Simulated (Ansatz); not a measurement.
# InSb: the cost of one run

Program: Ansatz 0.2.0. Level of theory: DFT PBE, scalar-relativistic, plane waves, PAW. These are calculated values, not measurements.

1 further run of the same task is left out (it didn't finish).

**1. Starting point**

The structure is orthorhombic, space group Cmcm (No. 63). The conventional cell has a = 6.078 Å, b = 6.357 Å, c = 18.017 Å, α = 90.00°, β = 90.00°, γ = 90.00°. In (site symmetry m2m) is surrounded by 6 Sb at 3.04 to 3.30 Å. Around In (site symmetry m) lie 5 Sb at 3.05 to 3.22 Å and 1 In at 3.42 Å. Around Sb (site symmetry m2m) lie 6 In at 3.04 to 3.19 Å. Sb (site symmetry m) has 1 Sb at 2.93 Å and 5 In at 3.05 to 3.30 Å as nearest neighbours.

Structure file:

```cif
data_structure
_symmetry_space_group_name_H-M 'P 1'
_symmetry_Int_Tables_number 1
_cell_length_a 4.3977
_cell_length_b 4.3977
_cell_length_c 18.0165
_cell_angle_alpha 90.000
_cell_angle_beta 90.000
_cell_angle_gamma 92.570
_cell_volume 348.09
loop_
_atom_site_label
_atom_site_type_symbol
_atom_site_fract_x
_atom_site_fract_y
_atom_site_fract_z
_atom_site_occupancy
In1 In 0.07967 0.92033 0.25000 1
In2 In 0.92033 0.07967 0.75000 1
In3 In 0.41384 0.58616 0.41023 1
In4 In 0.58616 0.41384 0.91023 1
In5 In 0.58616 0.41384 0.58977 1
In6 In 0.41384 0.58616 0.08977 1
Sb1 Sb 0.57724 0.42276 0.25000 1
Sb2 Sb 0.42276 0.57724 0.75000 1
Sb3 Sb 0.91876 0.08124 0.42393 1
Sb4 Sb 0.08124 0.91876 0.92393 1
Sb5 Sb 0.08124 0.91876 0.57607 1
Sb6 Sb 0.91876 0.08124 0.07607 1
```

(A quick probe on a coarse mesh, which set the mesh and smearing, is not shown.)

**3. Full relaxation**

input.yaml

```yaml
crystal:
  lattice:
    - [3.039144, -3.178598, 0.0]
    - [3.039144, 3.178598, 0.0]
    - [0.0, 0.0, 18.016548]
  atoms:
    - { symbol: In, position: [0.079671, 0.920329, 0.25] }
    - { symbol: In, position: [0.920329, 0.079671, 0.75] }
    - { symbol: In, position: [0.413844, 0.586156, 0.410231] }
    - { symbol: In, position: [0.586156, 0.413844, 0.910231] }
    - { symbol: In, position: [0.586156, 0.413844, 0.589769] }
    - { symbol: In, position: [0.413844, 0.586156, 0.089769] }
    - { symbol: Sb, position: [0.577243, 0.422757, 0.25] }
    - { symbol: Sb, position: [0.422757, 0.577243, 0.75] }
    - { symbol: Sb, position: [0.91876, 0.08124, 0.423926] }
    - { symbol: Sb, position: [0.08124, 0.91876, 0.923926] }
    - { symbol: Sb, position: [0.08124, 0.91876, 0.576074] }
    - { symbol: Sb, position: [0.91876, 0.08124, 0.076074] }
basis:
  ecutwfc: 420
kpoints:
  mp_grid: { grid: [8, 8, 2] }
hamiltonian:
  xc: pbe
scf:
  occupations: { method: gaussian, width: 0.1 }
output:
  forces: true
  stress: true
  eigenvalues: true
relax:
  adjacent_minimum: "off"
  f_tol: 0.01
  max_steps: 80
  cell: { stress_tol: 0.05 }
```

Command:

```
ansatz run input.yaml --threads 1 --pin off --max-ram 2560MiB --backend cpu --events-out ev --progress --plain --runs-dir out
```

**Question.** How long does this run take on 1 thread of Intel Xeon 6975P-C (Granite Rapids), shared host, and how much memory does it need?

About 5.7 min, with a peak of 1.3 GiB.
